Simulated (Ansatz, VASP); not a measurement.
## Si in VASP and in Ansatz

```xyz
2
Lattice="0.0000 2.7007 2.7007 2.7007 0.0000 2.7007 2.7007 2.7007 0.0000" Properties=species:S:1:pos:R:3 pbc="T T T"
Si    0.0000    0.0000    0.0000
Si    1.3504    1.3504    1.3504
```

The cell was built by a generator and needn't be a form met in nature.

Alike in both runs: functional LDA; k mesh 12 × 12 × 12; occupations gaussian, width 0.02 eV; no spin polarisation.

Ansatz relaxed the structure, and its values are those at the end. VASP's run is a single point on that final structure, the one shown.

```csv
,VASP,Ansatz
version,VASP 6.6.1,Ansatz 0.2.0
potentials or method,"VASP PAW LDA potentials, release 64 (Si)","scalar-relativistic, plane waves, PAW"
plane-wave cutoff (eV),520,420
valence electrons in the cell,8,8
```

```tsv
	VASP	Ansatz	Ansatz less VASP
gap on the k mesh at the Fermi level (eV)	0.44	0.44	+0.003
least direct gap on the mesh (eV)	2.53	2.53	+0.002
pressure (GPa)	0.1	0.0	-0.06
```

Ansatz warned: «pseudo_functional_mismatch».

A k mesh can miss the band edges.
